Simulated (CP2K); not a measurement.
The system is GaN.

```
CELL_PARAMETERS angstrom
3.18693 0.00000 0.00000
1.59347 2.75996 0.00000
1.59347 0.91999 2.60212
ATOMIC_POSITIONS crystal
Ga 0.00000 0.00000 0.00000
N 0.25000 0.25000 0.25000
```

The cell is a database's computed one.

Program: CP2K 2026.2. Alike in all runs: task atomic charges; potentials or basis POTENTIAL_UZH Ga GTH-PBE-q13, N GTH-PBE-q5; TZVP-MOLOPT-PBE-GTH basis; no spin polarisation; cell as given; k mesh 10 × 10 × 10; smearing fermi-dirac 0.05 eV.

Order these runs on this cell by their pressure, lowest first.
A. level WC
B. level PBE
C. level BLYP
D. level TPSS
E. level LDA

E (-1.2 GPa), A (2.4 GPa), D (4.6 GPa), B (7.0 GPa), C (13.8 GPa).

Caveats: the basis of atomic orbitals isn't converged, which shifts pressures, moduli and gaps; the potentials were made for another functional, which shifts forces and pressure (some runs).
